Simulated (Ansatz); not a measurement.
`CCCCCCCS` + H₂ → `CCCS` + `CCCC`  (hydrogenolysis of a C–C bond)

Isolated molecules relaxed with PBE0-D4/def2-TZVP in Ansatz; ΔE leaves out vibrations. CBS: MP2 limit from def2 TZ/QZ plus the TZ coupled-cluster correction, frozen cores. This one scheme is used for every species. DFT in def2-TZVPP. One conformer a species, not always the lowest.

`CCCCCCCS`:

```xyz
24

C    -0.354    2.598   -2.076
C     0.956    1.988   -1.603
C     0.792    0.935   -0.514
C     0.041   -0.310   -0.964
C     0.019   -1.428    0.070
C    -0.773   -1.096    1.323
C    -0.816   -2.223    2.341
S     0.786   -2.652    3.076
H    -0.180    3.388   -2.809
H    -1.003    1.855   -2.544
H    -0.905    3.038   -1.239
H     1.482    1.543   -2.456
H     1.608    2.784   -1.229
H     0.284    1.392    0.344
H     1.783    0.634   -0.155
H    -0.989   -0.049   -1.235
H     0.509   -0.687   -1.881
H    -0.412   -2.328   -0.385
H     1.044   -1.688    0.352
H    -1.807   -0.853    1.043
H    -0.369   -0.200    1.804
H    -1.519   -2.000    3.145
H    -1.153   -3.151    1.871
H     0.977   -1.489    3.720
```

H₂:

```xyz
2

H     0.156   -0.249    0.230
H    -0.156    0.249   -0.230
```

`CCCS`:

Cartesian coordinates in Å:
```
C 0.783 -1.084 0.195
C 0.255 -0.050 -0.782
C -0.905 0.770 -0.243
S -0.501 1.861 1.149
H -0.010 -1.764 0.520
H 1.207 -0.609 1.083
H 1.571 -1.688 -0.260
H -0.090 -0.552 -1.694
H 1.061 0.626 -1.081
H -1.276 1.452 -1.011
H -1.742 0.129 0.044
H -0.353 0.909 2.082
```

`CCCC`:

Z-matrix (Å, degrees):
```
C
C 1 1.519
H 1 1.094 2 111.1
H 1 1.092 2 111.7 3 120.2
H 1 1.094 2 111.1 3 -119.5
C 2 1.520 1 113.1 3 59.7
H 2 1.096 1 109.7 3 -62.3
H 2 1.096 1 109.7 3 -178.2
C 6 1.519 2 113.1 1 179.9
H 6 1.096 2 109.1 1 57.5
H 6 1.097 2 109.1 1 -57.7
H 9 1.094 6 111.1 2 59.7
H 9 1.094 6 111.1 2 -59.8
H 9 1.092 6 111.7 2 180.0
```

| species | r2SCAN-D4 energy (Eh) |
| --- | --- |
| `CCCCCCCS` | -674.49192 |
| H₂ | -1.17130 |
| `CCCS` | -517.28132 |
| `CCCC` | -158.40727 |

Work out ΔE.

ΔE = (-517.28132) + (-158.40727) − (-674.49192) − (-1.17130) = -0.02537 Eh = -66.6 kJ/mol. CCSD(T)/CBS gives -62.1 kJ/mol.

Largest T1 diagnostic among the species: 0.009.

In def2-TZVPP, CCSD(T) changes the Hartree–Fock value by +30.6 kJ/mol (the triples alone add +5.5 kJ/mol) and MP2 by +35.0 kJ/mol. The D4 term adds +15.7 kJ/mol with B3LYP and +9.6 kJ/mol with PBE0; it sums over pairs of atoms, weighted by their polarisabilities, and B3LYP, whose exchange is more repulsive, gets the larger term.

B3LYP here is the variant with VWN-RPA as its local correlation; programs differ in this.
